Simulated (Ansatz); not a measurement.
Relaxed (100) slab cut from CsBr (space group Pm-3m (No. 221)); the slab's formula is Cs3Br4, its outer planes Br (top) and Br (bottom):

```xyz
7
Lattice="4.3226 0.0000 0.0000 0.0000 4.3226 0.0000 0.0000 0.0000 27.9678" Properties=species:S:1:pos:R:3 pbc="T T T"
Br    2.1613    2.1613    7.7244
Cs    0.0000    0.0000    9.6162
Br    2.1613    2.1613   11.8796
Cs    0.0000    0.0000   13.9839
Br    2.1613    2.1613   16.0882
Cs    0.0000    0.0000   18.3516
Br    2.1613    2.1613   20.2434
```

The calculation used Ansatz, DFT r2SCAN, scalar-relativistic, plane waves, PAW. Settings: cutoff 500 eV, Γ-centred mesh 6×6×1 on the computed 7-atom cell, Gaussian smearing of 0.05 eV; no spin polarisation. The cell repeats along c with a dipole correction in the vacuum.

The potential is the smooth part; its values at the atoms depend on the PAW datasets.

Q: How does the plane-averaged electrostatic potential energy of an electron run along c, counted from the Fermi level?

A:
```csv
z (Å),V (eV)
2.85,8.03
3.11,8.03
3.37,8.03
3.63,8.03
3.88,8.03
4.14,8.03
4.40,8.03
4.66,8.02
4.92,8.02
5.18,8.02
5.44,8.01
5.70,7.98
5.96,7.92
6.22,7.77
6.47,7.44
6.73,6.72
6.99,4.82
7.25,1.46
7.51,-1.20
7.77,-2.18
8.03,-1.42
8.29,0.69
8.55,2.21
8.80,1.21
9.06,-0.24
9.32,-1.18
9.58,-1.57
9.84,-1.38
10.10,-0.57
10.36,0.99
10.62,2.95
10.88,3.96
11.14,3.14
11.39,0.50
11.65,-1.72
11.91,-2.41
12.17,-1.43
12.43,0.92
12.69,3.05
12.95,2.81
13.21,1.05
13.47,-0.57
13.72,-1.50
13.98,-1.80
14.24,-1.50
14.50,-0.57
14.76,1.05
15.02,2.81
15.28,3.05
15.54,0.92
15.80,-1.43
16.06,-2.41
16.31,-1.72
16.57,0.50
16.83,3.14
17.09,3.96
17.35,2.95
17.61,0.99
17.87,-0.57
18.13,-1.38
18.39,-1.57
18.65,-1.18
18.90,-0.24
19.16,1.21
19.42,2.21
19.68,0.69
19.94,-1.42
20.20,-2.18
20.46,-1.20
20.72,1.46
20.98,4.82
21.23,6.72
21.49,7.44
21.75,7.77
22.01,7.92
22.27,7.98
22.53,8.01
22.79,8.02
23.05,8.02
23.31,8.02
23.57,8.03
23.82,8.03
24.08,8.03
24.34,8.03
24.60,8.03
24.86,8.03
25.12,8.03
```

The vacuum level lies 8.03 eV above the Fermi level.

Spin-orbit coupling is left out, which matters for the bands of heavy elements. Spin polarisation was left out, and a magnetic state may lie lower.